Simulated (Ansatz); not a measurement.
Crystal: Ge.

```
CELL_PARAMETERS angstrom
-2.49590 2.65086 1.43695
2.49590 -2.65086 1.43695
2.49590 2.65086 -1.43695
ATOMIC_POSITIONS crystal
Ge 0.31406 0.06406 0.25000
Ge 0.68594 0.93594 0.75000
```

This isn't the form of Ge at room conditions, which is diamond.

| Property | Result |
| --- | --- |
| Program | Ansatz 0.2.0 |
| Task | single point |
| Functional | PBE |
| Potentials or basis | Ansatz PAW |
| Cutoff | 420 eV (not typed: the program's choice for these potentials) |
| k mesh | 11 × 11 × 11 |
| Occupations | fermi-dirac, width 0.05 eV |
| Spin | no spin polarisation |

On this cell: pressure 1.2 GPa; largest force 0.057 eV/Å; band gap on the k mesh none (metal or under the smearing width).

The same run follows on a disturbed copy (atoms moved at random, drawn with an rms of 0.05 Å):

```
Ge
1.0
    -2.49590    2.65086    1.43695
     2.49590   -2.65086    1.43695
     2.49590    2.65086   -1.43695
Ge
2
Cartesian
  -0.0545 1.3267 0.1384
  2.5130 1.3276 1.2763
```

What does the disturbed cell give?

The energy (extrapolated to zero smearing) moves by +5.1 meV/atom; pressure 1.3 GPa; largest force 0.167 eV/Å; band gap on the k mesh none (metal or under the smearing width).

Forces on the atoms (eV/Å):
```
Ge   0.159  0.004  0.049
Ge  -0.159 -0.004 -0.049
```

Stress tensor (GPa, compression positive):
```
 2.20  0.00 -0.49
 0.00  0.89  0.00
-0.49  0.00  0.89
```
